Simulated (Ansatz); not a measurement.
CO2: pressure and energy above lowest point against volume per atom

All results are calculated (Ansatz 0.2.0 development build). Equation of state of a cubic crystal from periodic Kohn-Sham density functional theory without spin; pressure corrected for the finite basis.

Cell of the first row (space group Fm-3m, No. 225):
```
CELL_PARAMETERS angstrom
0.00000 2.18750 2.18750
2.18750 0.00000 2.18750
2.18750 2.18750 0.00000
ATOMIC_POSITIONS crystal
C 0.00000 0.00000 0.00000
O 0.25000 0.25000 0.25000
O 0.75000 0.75000 0.75000
```

Settings of every row: formula CO2; structure type fluorite; functional r2SCAN; spin treatment none; k mesh 13x13x13; occupation method fermi-dirac; occupation width 0.1 eV; wave cutoff 1050 eV; datasets hand-made PAW; density cutoff ratio 5; xc grid level 2.

Limits: a cubic model structure, not a phase known at ambient conditions; the SCF threshold is loose for a stress in some rows.

| row | volume per atom (Å³) | pressure (GPa) | energy above lowest point (meV/atom) |
| --- | --- | --- | --- |
| 1 | 6.978 | 12.614 | 15.79 |
| 2 | 7.206 | 5.371 | 3.16 |
| 3 | 7.433 | -0.742 | 0 |
| 4 | 7.661 | ? | ? |
| 5 | 7.888 | -10.182 | 16.31 |

Question: what pressure and energy above lowest point should row 4 give?

Worked fit of pressure. Take u = (V_r/V)^(2/3) − 1 with V_r = 7.3195 Å³ an atom, which is twice the finite (Eulerian) strain; such expansions in the strain, on which the Birch-Murnaghan equation of state is built, carry the rest volume and the bulk modulus. The shown rows have u = 0.03237, 0.01047, -0.01021, -0.04864. Least squares give pressure = 2.1861 + 295.057 × u + 838.13 × u² GPa; a straight line predicts inner rows, each left out in turn, worse (root mean square 0.86 against 0.0076 GPa). The rows lie off it by -0.001, 0.004, -0.003, 0.001. The pressure vanishes at u = -0.0076, or V = 7.403 Å³ an atom, and there the bulk modulus at fixed shape and fractions is B = −V dP/dV = (2/3)(1 + u) dP/du = 187 GPa. The withheld row has u = -0.02994, so the fit gives 2.1861 + 295.057 × (-0.02994) + 838.13 × (-0.02994)² = -5.897 GPa.

The calculation gave -5.881 GPa. The fit lies 0.016 GPa (0.07 % of the column's range) below it; its largest miss of a shown row is 0.004 GPa.

Worked fit of energy above lowest point. Take u = (V_r/V)^(2/3) − 1 with V_r = 7.3195 Å³ an atom, which is twice the finite (Eulerian) strain; such expansions in the strain, on which the Birch-Murnaghan equation of state is built, carry the rest volume and the bulk modulus. The shown rows have u = 0.03237, 0.01047, -0.01021, -0.04864. Least squares give energy above lowest point = 0.512 + 153.32 × u + 9831.7 × u² meV/atom; a straight line predicts inner rows, each left out in turn, worse (root mean square 10 against 0.072 meV/atom). The rows lie off it by 0.01, -0.04, 0.03, 0.00. Its lowest point lies at u = -0.0078, or V = 7.406 Å³ an atom, and the curvature there gives the bulk modulus at fixed shape and fractions, B = (4/9)(1 + u)² E″(u)/V = 186 GPa. The withheld row has u = -0.02994, so the fit gives 0.512 + 153.32 × (-0.02994) + 9831.7 × (-0.02994)² = 4.73 meV/atom.

The calculation gave 4.81 meV/atom. The fit lies 0.08 meV/atom (1.7 % of the value, 0.49 % of the column's range) below it; its largest miss of a shown row is 0.04 meV/atom.
